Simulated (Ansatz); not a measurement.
Consider K4IBr3 (ordered model alloy, started on the KBr lattice) (Cmmm).

It takes space group Cmmm (No. 65, orthorhombic). The conventional cell has a = 9.182 Å, b = 12.981 Å, c = 4.588 Å, α = 90.00°, β = 90.00°, γ = 90.00°. Nearest to K lie 4 Br at 3.17 to 3.25 Å and 2 I at 3.33 Å. Nearest to K lie 5 Br at 3.17 to 3.25 Å and 1 I at 3.32 Å. Nearest to Br lie 6 K at 3.25 Å. I has 6 K at 3.32 to 3.33 Å nearest. Nearest to Br lie 6 K at 3.17 Å. It derives from KBr. Farther neighbours and most contacts between anions are not listed.

```xyz
16
Lattice="-0.0022 6.4904 6.4905 6.4904 -0.0022 6.4905 6.4882 6.4882 0.0000" Properties=species:S:1:pos:R:3 pbc="T T T"
K     0.0805   -0.0805    0.0000
K     3.3246    3.1636    0.0000
K     3.2452   -0.0011    3.1669
K     6.4893    3.2430    3.1669
K    -0.0011    3.2452    3.3237
K     3.2430    6.4893    3.3237
K     3.1636    3.3246    6.4905
K     6.4077    6.5686    6.4905
Br    3.2441    3.2441    3.2453
Br    6.4882    6.4882    3.2453
I     6.4893    3.2430    6.4905
I     9.7334    6.4871    6.4905
Br    3.2430    6.4893    6.4905
Br    6.4871    9.7334    6.4905
Br    6.4882    6.4882    9.7358
Br    9.7323    9.7323    9.7358
```

The structure was relaxed with LDA. The runs that relaxed it are not among those shown. Spin-orbit coupling is left out unless a run names it.

Gaps computed with Ansatz 0.2.0 without a self-energy: LDA 3.86 eV, LDA+SOC 3.63 eV and r2SCAN 4.88 eV.

What gap should G0W0 on LDA give (2×2×2 mesh, 973 empty bands, screening to 85 eV, PAW set soft_1 files)?

About 6.18 eV: on its mesh the run moves the gap from 3.86 eV by +2.32 eV. Among the scalar-relativistic levels given, r2SCAN is nearest (−1.30 eV). Spin-orbit coupling is not in that value; its −0.23 eV at the LDA level would bring it to about 5.95 eV. Bands and cutoff are finite, so the gap is not at the basis limit. The miss can reach some tenths of an eV and take either sign; the mesh is an error of its own. The many-body steps are scalar-relativistic: spin-orbit coupling is not in them.

[Paths, hosts, dates, memory and timing lines, banners, echoed tables and standing remarks are left out of the program output.]

[Logs are printed without paths, hosts, clocks, repeated set-up lines and the standing remarks that a program may print on its own settings, such as how far it seeks lower states.]

[Runs of the session that timed out or met a known fault of the program may be left out.]

[Cells called generated may have been cut or substituted from an entry of the Crystallography Open Database or the Materials Project.]

[Hosts, paths, dates, database ids (printed as entryN), source tags and the programs' standing remarks are cut or masked in the printed files.]
